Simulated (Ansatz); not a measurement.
# FeS2 (Pnnm): one cell, many starting occupations, part 2 of 2

How far apart do the states of FeS2 (Pnnm) lie when only the starting occupations change? Cell and atoms stay fixed.

Ansatz 0.2.0; DFT PBE without U, plane waves, PAW. The steps go on from the part before.

**5. Random orbitals: fully mixed, first filling**

The input, input.yaml:

```yaml
crystal:
  lattice:
    - [4.44459993, 0.0, 0.0]
    - [0.0, 5.42459991, 0.0]
    - [0.0, 0.0, 3.38639995]
  atoms:
    - { symbol: Fe, position: [0.0, 0.0, 0.0], spin: 4.0 }
    - { symbol: Fe, position: [0.5, 0.5, 0.5], spin: -4.0 }
    - { symbol: S, position: [0.2004, 0.3787, 0.0] }
    - { symbol: S, position: [0.7996, 0.6213, 0.0] }
    - { symbol: S, position: [0.7004, 0.1213, 0.5] }
    - { symbol: S, position: [0.2996, 0.8787, 0.5] }
basis:
  ecutwfc: 420
  ecutrho_ratio: 4
kpoints:
  mp_grid: { grid: [4, 4, 6] }
hamiltonian:
  xc: pbe
  hubbard:
    sites:
      - { site: 0, l: d, u_eff: 0.0, starting_ns: [{ spin: up, occupation_matrix: s0up }, { spin: down, occupation_matrix: s0down }] }
      - { site: 1, l: d, u_eff: 0.0, starting_ns: [{ spin: up, occupation_matrix: s1up }, { spin: down, occupation_matrix: s1down }] }
    occupation_matrices:
      s0up:
        matrix:
          - [0.73245, 0.08077, -0.15203, -0.24705, 0.28031]
          - [0.08077, 0.94254, 0.05169, 0.084, -0.0953]
          - [-0.15203, 0.05169, 0.8727, -0.15811, 0.1794]
          - [-0.24705, 0.084, -0.15811, 0.71307, 0.29152]
          - [0.28031, -0.0953, 0.1794, 0.29152, 0.63924]
      s0down:
        matrix:
          - [0.02, 0.0, 0.0, 0.0, 0.0]
          - [0.0, 0.02, 0.0, 0.0, 0.0]
          - [0.0, 0.0, 0.02, 0.0, 0.0]
          - [0.0, 0.0, 0.0, 0.02, 0.0]
          - [0.0, 0.0, 0.0, 0.0, 0.02]
      s1up:
        matrix:
          - [0.02, 0.0, 0.0, 0.0, 0.0]
          - [0.0, 0.02, 0.0, 0.0, 0.0]
          - [0.0, 0.0, 0.02, 0.0, 0.0]
          - [0.0, 0.0, 0.0, 0.02, 0.0]
          - [0.0, 0.0, 0.0, 0.0, 0.02]
      s1down:
        matrix:
          - [0.73245, 0.08077, -0.15203, -0.24705, 0.28031]
          - [0.08077, 0.94254, 0.05169, 0.084, -0.0953]
          - [-0.15203, 0.05169, 0.8727, -0.15811, 0.1794]
          - [-0.24705, 0.084, -0.15811, 0.71307, 0.29152]
          - [0.28031, -0.0953, 0.1794, 0.29152, 0.63924]
    ns_hold: { iters: 5 }
scf:
  occupations: { method: gaussian, width: 0.05 }
  lower_state_search: "off"
  max_iter: 150
output:
  forces: true
  stress: true
  eigenvalues: true
  populations: true
  hubbard: { sites: [{ site: 0, l: d }, { site: 1, l: d }] }
  write_density: true
  write_potential: true
  elf: true
  volumetric_format: npy
magnetization:
  spin_polarized: true
```

The typed matrices are held for 5 cycles.

Command:

```
ansatz run input.yaml --threads 4 --pin off --max-ram 6144MiB --backend cpu --events-out ev --progress --plain --runs-dir out
```

Output, shortened:

```text
Warning: crystal.symmetry: narrowed to the stabiliser of the occupation matrices — unitary ops 4 → 2, anti-unitary 4 → 0; lowered by the specified shells (site 0, l: d), (site 1, l: d); largest admitted image defect 4.4e-16, smallest excluded 3.6e-1 — at a splitting's scale: the group the [...]
Warning: RAYON_NUM_THREADS=4 ignored (pool sized by the plan → 4); use --threads N
Fe: projections on atomic orbitals take those of the free atom [Ne] 3s2 3p6 3d6 4s2, of charge +0.00 (hamiltonian.pseudopotentials.projection_atoms); the dataset's partial waves leave at most 1.1e-6 of an orbital's norm unspanned inside its sphere
S: projections on atomic orbitals take those of the free atom [Ne] 3s2 3p4, of charge +0.00 (hamiltonian.pseudopotentials.projection_atoms); the dataset's partial waves leave at most 1.6e-7 of an orbital's norm unspanned inside its sphere
[...]
Pseudopotentials: kind: paw
Pseudopotential: Fe, paw, valence charge 16, recommended cutoff 420 eV (normal), Fe.paw.azcp
Pseudopotential: S, paw, valence charge 6, recommended cutoff 420 eV (normal), S.paw.azcp
Functional definition: PBE
[...]
Crystal: 6 atoms, lattice volume = 81.647 Å³
Basis set: ecut = 420 eV, 1607 PW (Γ), exchange–correlation on 60×80×48 points (8 copies of the dense FFT grid, shifted against one another)
[...]
WARN: the starting moments were not kept: the SCF closed with an absolute magnetisation of 8.4e-6 μB, where they sum to 8 μB in size (2 sites). That is at most 0.1 of that sum. Measured as dr2_m measures the in/out step, that magnetisation stands 1.6e-11 eV from none, at or under the [...]
WARN: hamiltonian.hubbard: on 4 of 4 specified blocks the occupation matrix of this SCF's result fails the test of the specified filling. At site 0 ↑ (sites count from 0 in the list of atoms of the cell that this SCF solves) the least filled combination of the orbitals specified full has [...]
  Fe0 d_3D: site group C2h (2/m)
  Fe0 d_3D up     Tr n = 3.5060  λ = 0.434 0.486 0.833 0.834 0.919  [xz 0.83 (Eg 1.00) Bg(1.00) | xy 0.43 (Eg 1.00) Ag(1.00) | 2× yz 0.41 (T2g 1.00) Ag(0.50) | z2 0.76 (T2g 1.00) Ag(1.00)]
  Fe0 d_3D dn     Tr n = 3.5060  λ = 0.434 0.486 0.833 0.834 0.919  [xz 0.83 (Eg 1.00) Bg(1.00) | xy 0.43 (Eg 1.00) Ag(1.00) | 2× yz 0.41 (T2g 1.00) Ag(0.50) | z2 0.76 (T2g 1.00) Ag(1.00)]
  specified occupation → Fe0 d_3D up: matrix, ‖Δ‖_F = 0.7559, Tr Δ = +0.3940, displaced = 0.6874, d_λ = 0.6674; orbital distance = 1.3543
  specified occupation → Fe0 d_3D dn: matrix, ‖Δ‖_F = 1.5877, Tr Δ = -3.4060, displaced = 1.7030, d_λ = 1.5877; orbital distance = 0.0000
  Fe1 d_3D: site group C2h (2/m)
  Fe1 d_3D up     Tr n = 3.5060  λ = 0.434 0.486 0.833 0.834 0.919  [xz 0.83 (Eg 1.00) Bg(1.00) | xy 0.43 (Eg 1.00) Ag(1.00) | 2× yz 0.41 (T2g 1.00) Ag(0.50) | z2 0.76 (T2g 1.00) Ag(1.00)]
  Fe1 d_3D dn     Tr n = 3.5060  λ = 0.434 0.486 0.833 0.834 0.919  [xz 0.83 (Eg 1.00) Bg(1.00) | xy 0.43 (Eg 1.00) Ag(1.00) | 2× yz 0.41 (T2g 1.00) Ag(0.50) | z2 0.76 (T2g 1.00) Ag(1.00)]
  specified occupation → Fe1 d_3D up: matrix, ‖Δ‖_F = 1.5877, Tr Δ = -3.4060, displaced = 1.7030, d_λ = 1.5877; orbital distance = 0.0000
  specified occupation → Fe1 d_3D dn: matrix, ‖Δ‖_F = 1.1163, Tr Δ = +0.3940, displaced = 1.0366, d_λ = 0.6675; orbital distance = 1.4139
  Tr n, λ and their labels are of the run-group-symmetrised matrices; stabiliser: 16 of 16 elements of G0×{1,Θ} (closed), max defect 9.5e-6 at τ = 4.2e-3
```

Run time: 19 s. Hardware: 4 threads of Arm Neoverse V1, shared host; peak memory 0.66 GiB.

Result: a gap on the mesh of 0.92 eV, pressure -0.7 GPa, no moment over 0.05 μB in any sphere, largest force component 0.32 eV/Å, 2 symmetry operations imposed. The program reports that the typed filling wasn't kept.

How the shells are filled (orbitals counted by the eigenvalues of the occupation matrices):

```tsv
shell	channel	electrons	over 0.8	0.2 to 0.8	under 0.2
Fe 3d (atom 1)	up	3.51	3	2	0
Fe 3d (atom 1)	down	3.51	3	2	0
```

Density in a lattice plane of the grid's cell (edges 4.44 and 5.42 Å, at 0.000 of the third edge), which holds Fe and S.

Ten even steps from '0' (0.05 e/Å³) to '9' (35.53 e/Å³):
```
64200000000000000024
11000000000000000001
00000000000000000000
00000000000000000000
00000000000000000000
00000000000000000000
00000000000000000000
00000000000000000000
00000000000000000000
00000000000000000000
00000000000000000000
00000000000000000000
00000000000000000000
00000000000000000000
00000000000000000000
00000000000000000000
00000000000000000000
11000000000000000001
64200000000000000024
97300000000000000037
```
Columns run along the first of these edges and rows up along the second, over one cell in 20 and 20 even steps from the bottom left corner. Atoms in the plane (fractional): Fe at (0.00, 0.00), S at (0.20, 0.38), S at (0.80, 0.62).

ELF in the same plane.

Ten even steps from '0' (0.02) to '9' (0.90):
```
87632111000001112357
55421111000001221123
22211110000012454311
32111000000025788864
74210000000257899999
85200000001467655799
85210000002577400258
85433332112588510158
87666765311478753479
88887888521258887888
89743578741135676667
88510158852112333345
88520047752000000125
89975567641000000025
79999987520000000124
34688875200000001112
21134542100000111122
53211221000001111245
87532111000001112367
99742111000001112479
```
Columns run along the first of these edges and rows up along the second, over one cell in 20 and 20 even steps from the bottom left corner. Atoms in the plane (fractional): Fe at (0.00, 0.00), S at (0.20, 0.38), S at (0.80, 0.62).

Both are smooth fields of the valence electrons: close to the nuclei they are not physical.

Outside the cores ELF peaks at 0.91 on the S–Fe line, 0.8 Å from S; 0.91 in the shell around S, 0.7 Å from S; 0.83 on the S–S line, 0.8 Å from S.

**6. Random orbitals: drawn by pairs, first filling**

input.yaml, as its differences from that of step 5:

```diff
@@ -26,7 +26,7 @@
         matrix:
-          - [0.73245, 0.08077, -0.15203, -0.24705, 0.28031]
-          - [0.08077, 0.94254, 0.05169, 0.084, -0.0953]
-          - [-0.15203, 0.05169, 0.8727, -0.15811, 0.1794]
-          - [-0.24705, 0.084, -0.15811, 0.71307, 0.29152]
-          - [0.28031, -0.0953, 0.1794, 0.29152, 0.63924]
+          - [0.97, 0.0, 0.0, 0.0, 0.0]
+          - [0.0, 0.97, 0.0, 0.0, 0.0]
+          - [0.0, 0.0, 0.495, -0.475, 0.0]
+          - [0.0, 0.0, -0.475, 0.495, 0.0]
+          - [0.0, 0.0, 0.0, 0.0, 0.97]
       s0down:
@@ -47,8 +47,8 @@
         matrix:
-          - [0.73245, 0.08077, -0.15203, -0.24705, 0.28031]
-          - [0.08077, 0.94254, 0.05169, 0.084, -0.0953]
-          - [-0.15203, 0.05169, 0.8727, -0.15811, 0.1794]
-          - [-0.24705, 0.084, -0.15811, 0.71307, 0.29152]
-          - [0.28031, -0.0953, 0.1794, 0.29152, 0.63924]
-    ns_hold: { iters: 5 }
+          - [0.97, 0.0, 0.0, 0.0, 0.0]
+          - [0.0, 0.25587, 0.0, -0.41042, 0.0]
+          - [0.0, 0.0, 0.97, 0.0, 0.0]
+          - [0.0, -0.41042, 0.0, 0.73413, 0.0]
+          - [0.0, 0.0, 0.0, 0.0, 0.97]
+    ns_hold: { iters: 12 }
 scf:
@@ -63,6 +63,2 @@
   hubbard: { sites: [{ site: 0, l: d }, { site: 1, l: d }] }
-  write_density: true
-  write_potential: true
-  elf: true
-  volumetric_format: npy
 magnetization:
```

The typed matrices put 0.97 on the chosen orbitals and 0.02 on the others, and are held for 12 cycles.

Command:

```
ansatz run input.yaml --threads 4 --pin off --max-ram 6144MiB --backend cpu --events-out ev --progress --plain --runs-dir out
```

Output, shortened:

```text
Warning: crystal.symmetry: narrowed to the stabiliser of the occupation matrices — unitary ops 4 → 2, anti-unitary 4 → 0; lowered by the specified shells (site 0, l: d), (site 1, l: d); largest admitted image defect 4.4e-16, smallest excluded 7.1e-1 — at a splitting's scale: the group the [...]
Warning: RAYON_NUM_THREADS=4 ignored (pool sized by the plan → 4); use --threads N
Fe: projections on atomic orbitals take those of the free atom [Ne] 3s2 3p6 3d6 4s2, of charge +0.00 (hamiltonian.pseudopotentials.projection_atoms); the dataset's partial waves leave at most 1.1e-6 of an orbital's norm unspanned inside its sphere
S: projections on atomic orbitals take those of the free atom [Ne] 3s2 3p4, of charge +0.00 (hamiltonian.pseudopotentials.projection_atoms); the dataset's partial waves leave at most 1.6e-7 of an orbital's norm unspanned inside its sphere
[...]
[... 4 set-up lines as earlier in the session ...]
[...]
Crystal: 6 atoms, lattice volume = 81.647 Å³
Basis set: ecut = 420 eV, 1607 PW (Γ), exchange–correlation on 60×80×48 points (8 copies of the dense FFT grid, shifted against one another)
[...]
WARN: the starting moments were not kept: the SCF closed with an absolute magnetisation of 6.4e-6 μB, where they sum to 8 μB in size (2 sites). That is at most 0.1 of that sum. Measured as dr2_m measures the in/out step, that magnetisation stands 1.0e-11 eV from none, at or under the [...]
WARN: hamiltonian.hubbard: on 4 of 4 specified blocks the occupation matrix of this SCF's result fails the test of the specified filling. At site 0 ↑ (sites count from 0 in the list of atoms of the cell that this SCF solves) the least filled combination of the orbitals specified full has [...]
  Fe0 d_3D: site group C2h (2/m)
  Fe0 d_3D up     Tr n = 3.5060  λ = 0.434 0.486 0.833 0.834 0.919  [xz 0.83 (Eg 1.00) Bg(1.00) | xy 0.43 (Eg 1.00) Ag(1.00) | 2× yz 0.41 (T2g 1.00) Ag(0.50) | z2 0.76 (T2g 1.00) Ag(1.00)]
  Fe0 d_3D dn     Tr n = 3.5060  λ = 0.434 0.486 0.833 0.834 0.919  [xz 0.83 (Eg 1.00) Bg(1.00) | xy 0.43 (Eg 1.00) Ag(1.00) | 2× yz 0.41 (T2g 1.00) Ag(0.50) | z2 0.76 (T2g 1.00) Ag(1.00)]
  specified occupation → Fe0 d_3D up: matrix, ‖Δ‖_F = 1.0145, Tr Δ = +0.3940, displaced = 0.9409, d_λ = 0.6675; orbital distance = 1.3513
  specified occupation → Fe0 d_3D dn: matrix, ‖Δ‖_F = 1.5877, Tr Δ = -3.4060, displaced = 1.7030, d_λ = 1.5877; orbital distance = 0.0000
  Fe1 d_3D: site group C2h (2/m)
  Fe1 d_3D up     Tr n = 3.5060  λ = 0.434 0.486 0.833 0.834 0.919  [xz 0.83 (Eg 1.00) Bg(1.00) | xy 0.43 (Eg 1.00) Ag(1.00) | 2× yz 0.41 (T2g 1.00) Ag(0.50) | z2 0.76 (T2g 1.00) Ag(1.00)]
  Fe1 d_3D dn     Tr n = 3.5060  λ = 0.434 0.486 0.833 0.834 0.919  [xz 0.83 (Eg 1.00) Bg(1.00) | xy 0.43 (Eg 1.00) Ag(1.00) | 2× yz 0.41 (T2g 1.00) Ag(0.50) | z2 0.76 (T2g 1.00) Ag(1.00)]
  specified occupation → Fe1 d_3D up: matrix, ‖Δ‖_F = 1.5877, Tr Δ = -3.4060, displaced = 1.7030, d_λ = 1.5877; orbital distance = 0.0000
  specified occupation → Fe1 d_3D dn: matrix, ‖Δ‖_F = 0.8238, Tr Δ = +0.3940, displaced = 0.7734, d_λ = 0.6675; orbital distance = 0.8706
  Tr n, λ and their labels are of the run-group-symmetrised matrices; stabiliser: 16 of 16 elements of G0×{1,Θ} (closed), max defect 1.6e-5 at τ = 4.2e-3
```

Run time: 35 s. Hardware: 4 threads of Arm Neoverse V1, shared host; peak memory 0.66 GiB.

It ends with a gap on the mesh of 0.92 eV, pressure -0.7 GPa, no moment over 0.05 μB in any sphere, largest force component 0.32 eV/Å, 2 symmetry operations imposed. The program reports that the typed filling wasn't kept.

How the shells are filled (orbitals counted by the eigenvalues of the occupation matrices):

```tsv
shell	channel	electrons	over 0.8	0.2 to 0.8	under 0.2
Fe 3d (atom 1)	up	3.51	3	2	0
Fe 3d (atom 1)	down	3.51	3	2	0
```

**7. From atoms, default search**

The input, input.yaml:

```yaml
crystal:
  lattice:
    - [4.44459993, 0.0, 0.0]
    - [0.0, 5.42459991, 0.0]
    - [0.0, 0.0, 3.38639995]
  atoms:
    - { symbol: Fe, position: [0.0, 0.0, 0.0], spin: 4.0 }
    - { symbol: Fe, position: [0.5, 0.5, 0.5], spin: -4.0 }
    - { symbol: S, position: [0.2004, 0.3787, 0.0] }
    - { symbol: S, position: [0.7996, 0.6213, 0.0] }
    - { symbol: S, position: [0.7004, 0.1213, 0.5] }
    - { symbol: S, position: [0.2996, 0.8787, 0.5] }
basis:
  ecutwfc: 420
  ecutrho_ratio: 4
kpoints:
  mp_grid: { grid: [4, 4, 6] }
hamiltonian:
  xc: pbe
scf:
  occupations: { method: gaussian, width: 0.05 }
output:
  forces: true
  stress: true
  eigenvalues: true
  populations: true
  hubbard: { sites: [{ site: 0, l: d }, { site: 1, l: d }] }
  write_density: true
  write_potential: true
  elf: true
  volumetric_format: npy
magnetization:
  spin_polarized: true
```

Command:

```
ansatz run input.yaml --threads 4 --pin off --max-ram 6144MiB --backend cpu --events-out ev --progress --plain --runs-dir out
```

Output, shortened:

```text
Warning: RAYON_NUM_THREADS=4 ignored (pool sized by the plan → 4); use --threads N
[...]
[... 4 set-up lines as earlier in the session ...]
[...]
Crystal: 6 atoms, lattice volume = 81.647 Å³
Basis set: ecut = 420 eV, 1607 PW (Γ), exchange–correlation on 60×80×48 points (8 copies of the dense FFT grid, shifted against one another)
Bands: 39, of which v1, the nominal top of the filled ones, is band 28 counted from 1 (27 counted from 0)
[... 2 set-up lines as earlier in the session ...]
Magnetic group: BNS 58.397 (UNI 495), of the structure as read, at distance tolerance 4.3e-5 Å
k-points: 40 of 96
[...]
Starting moments: Σ|m| = 8 μB on 2 of 6 sites
[...]
WARN: the starting moments were not kept: the SCF closed with an absolute magnetisation of 1.3e-6 μB, where they sum to 8 μB in size (2 sites). That is at most 0.1 of that sum. Measured as dr2_m measures the in/out step, that magnetisation stands 2.3e-13 eV from none, at or under the [...]
     1     Fe     15.7101    -0.0000
     2      S      5.9781    -0.0000
     3      S      5.9781    -0.0000
     4      S      5.9781     0.0000
     5      S      5.9781     0.0000
  spilling = 0.011922 (of n_electrons = 56.000000)
--- Occupation matrices: 2 shells (Löwdin-built; ε = 2.00e-2, provisional) ---
  Fe0 d_3D: site group C2h (2/m)
  Fe0 d_3D up     Tr n = 3.5819  λ = 0.465 0.517 0.839 0.840 0.921  [xz 0.83 (Eg 1.00) Bg(1.00) | xy 0.43 (Eg 1.00) Ag(1.00) | 2× yz 0.41 (T2g 1.00) Ag(0.50) | z2 0.76 (T2g 1.00) Ag(1.00)]
  Fe0 d_3D dn     Tr n = 3.5819  λ = 0.465 0.517 0.839 0.840 0.921  [xz 0.83 (Eg 1.00) Bg(1.00) | xy 0.43 (Eg 1.00) Ag(1.00) | 2× yz 0.41 (T2g 1.00) Ag(0.50) | z2 0.76 (T2g 1.00) Ag(1.00)]
  Fe1 d_3D: site group C2h (2/m)
  Fe1 d_3D up     Tr n = 3.5819  λ = 0.465 0.517 0.839 0.840 0.921  [xz 0.83 (Eg 1.00) Bg(1.00) | xy 0.43 (Eg 1.00) Ag(1.00) | 2× yz 0.41 (T2g 1.00) Ag(0.50) | z2 0.76 (T2g 1.00) Ag(1.00)]
  Fe1 d_3D dn     Tr n = 3.5819  λ = 0.465 0.517 0.839 0.840 0.921  [xz 0.83 (Eg 1.00) Bg(1.00) | xy 0.43 (Eg 1.00) Ag(1.00) | 2× yz 0.41 (T2g 1.00) Ag(0.50) | z2 0.76 (T2g 1.00) Ag(1.00)]
  Tr n, λ and their labels are of the run-group-symmetrised matrices; stabiliser: 16 of 16 elements of G0×{1,Θ} (closed), max defect 8.3e-6 at τ = 4.2e-3
```

It took 16 s on 4 threads of Arm Neoverse V1, shared host; peak memory 0.63 GiB.

End state: a gap on the mesh of 0.92 eV, pressure -0.7 GPa, no moment over 0.05 μB in any sphere, largest force component 0.32 eV/Å, 4 symmetry operations imposed.

The shells' filling, with natural orbitals sorted by occupation:

```tsv
shell	channel	electrons	over 0.8	0.2 to 0.8	under 0.2
Fe 3d (atom 1)	up	3.58	3	2	0
Fe 3d (atom 1)	down	3.58	3	2	0
```

Density in a lattice plane of the grid's cell (edges 4.44 and 5.42 Å, at 0.000 of the third edge), which holds Fe and S.

Ten even steps from ' ' (0.05 e/Å³) to '@' (35.53 e/Å³):
```
**==::                              ::==
....                                  ..
                                        
                                        
                                        
                                        
                                        
                                        
                                        
                                        
                                        
                                        
                                        
                                        
                                        
                                        
                                        
....                                  ..
**==::                              ::==
@@##--                              --##
```
Columns run along the first of these edges and rows up along the second, over one cell in 20 and 20 even steps from the bottom left corner. Atoms in the plane (fractional): Fe at (0.00, 0.00), S at (0.20, 0.38), S at (0.80, 0.62).

ELF in the same plane.

Ten even steps from '0' (0.02) to '9' (0.90):
```
87632111000001112357
55421111000001221123
22211110000012454311
32111000000025788864
74210000000257899999
85200000001467655799
85210000002577400258
85433332112588510158
87666765311478753479
88887888521258887888
89743578741135676667
88510158852112333345
88520047752000000125
89975567641000000025
79999987520000000124
34688875200000001112
21134542100000111122
53211221000001111245
87532111000001112367
99742111000001112479
```
Columns run along the first of these edges and rows up along the second, over one cell in 20 and 20 even steps from the bottom left corner. Atoms in the plane (fractional): Fe at (0.00, 0.00), S at (0.20, 0.38), S at (0.80, 0.62).

Both are smooth fields of the valence electrons: close to the nuclei they are not physical.

Outside the cores ELF peaks at 0.91 on the S–Fe line, 0.8 Å from S; 0.91 in the shell around S, 0.7 Å from S; 0.83 on the S–S line, 0.8 Å from S.

**8. All runs side by side**

This closing draws on all 2 parts.

Energies count from the lowest free state and have the smearing extrapolated to zero.

| start | energy (meV/atom) | gap (eV) | pressure (GPa) | largest moment (μB) | SCF cycles | time |
| --- | --- | --- | --- | --- | --- | --- |
| natural orbitals of the symmetric run, filled by rank | 0.0 | 0.92 | -0.7 | 0.00 | 37 | 26 s |
| from atoms, symmetry kept, no search | 0.0 | 0.92 | -0.7 | 0.00 | 18 | 7.6 s |
| random orbitals: single harmonics, first filling | 0.0 | 0.92 | -0.7 | 0.00 | 43 | 33 s |
| random orbitals: fully mixed, first filling | 0.0 | 0.92 | -0.7 | 0.00 | 27 | 19 s |
| from atoms, default search | 0.0 | 0.92 | -0.7 | 0.00 | 13 | 16 s |
| random orbitals: drawn by pairs, first filling | 0.0 | 0.92 | -0.7 | 0.00 | 39 | 35 s |

The 6 free runs end within about 1 meV/atom of each other. The run with the program's default settings reaches the lowest one found. The lowest state found need not be the ground state, and the geometry wasn't relaxed for any of them.
